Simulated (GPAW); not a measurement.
A run of GPAW 26.7.0 is set up as follows.

run.py

```python
from ase.eos import EquationOfState
from ase.io import Trajectory
from ase.spacegroup import crystal
from ase.units import GPa
from gpaw import GPAW, PW, setup_paths

setup_paths.insert(0, '.')

# Sb 4c
# Ga 4a
atoms = crystal(['Sb', 'Ga'],
                basis=[[0.25, 0.25, 0.25],
                       [0.0, 0.0, 0.0]],
                spacegroup=216, setting=1,  # F-43m
                cellpar=[6.118, 6.118, 6.118, 90.0, 90.0, 90.0],
                primitive_cell=True)

traj = Trajectory('eos.traj', 'w')
volumes, energies = [], []
for x in [0.94, 0.96, 0.98, 1.0, 1.02, 1.04, 1.06]:
    a = atoms.copy()
    a.set_cell(atoms.cell * x**(1 / 3), scale_atoms=True)
    calc = GPAW(mode=PW(600),
                xc='GGA_X_OPTX+GGA_C_LYP',
                kpts={'size': (6, 6, 6), 'gamma': True},
                occupations={'name': 'fermi-dirac', 'width': 0.05},
                nbands=18,
                convergence={'density': 1e-05, 'energy': 1e-05},
                eigensolver='davidson',
                maxiter=150,
                txt=f'eos-{x:.2f}.txt')
    a.calc = calc
    energies.append(a.get_potential_energy(force_consistent=True))
    volumes.append(a.get_volume())
    p = -a.get_stress()[:3].mean() / GPa
    calc.write(f'eos-{x:.2f}.gpw')
    traj.write(a)
    print(f'{x:.2f} {volumes[-1]:10.4f} A^3 {energies[-1]:14.6f} eV {p:9.3f} GPa', flush=True)

v0, e0, B = EquationOfState(volumes, energies, eos='birchmurnaghan').fit()
print(f'V0 = {v0:.4f} A^3, E0 = {e0:.6f} eV, B0 = {B / GPa:.2f} GPa')
```

Potentials or basis: PAW data sets generated in the run's folder for this functional, pw.

The run is started by

```console
$ gpaw-setup -f GGA_X_OPTX+GGA_C_LYP Ga Sb
$ OMP_NUM_THREADS=1 python run.py
```

Problem. What does it give for the equilibrium volume?

Solution. 30.97 Å³/atom (rough: see the caveat).

Problem. What does it give for the bulk modulus?

Solution. 35 GPa (rough).

Energy against volume, from the lowest point:
```tsv
volume (Å³/atom)	energy (meV/atom)
26.907	80.01
27.480	55.80
28.052	36.63
28.625	22.01
29.197	11.35
29.770	4.13
30.342	0.00
```

Caveat: the minimum lies outside the volumes run. The run has no spin-orbit coupling, so splittings on Sb are missing.
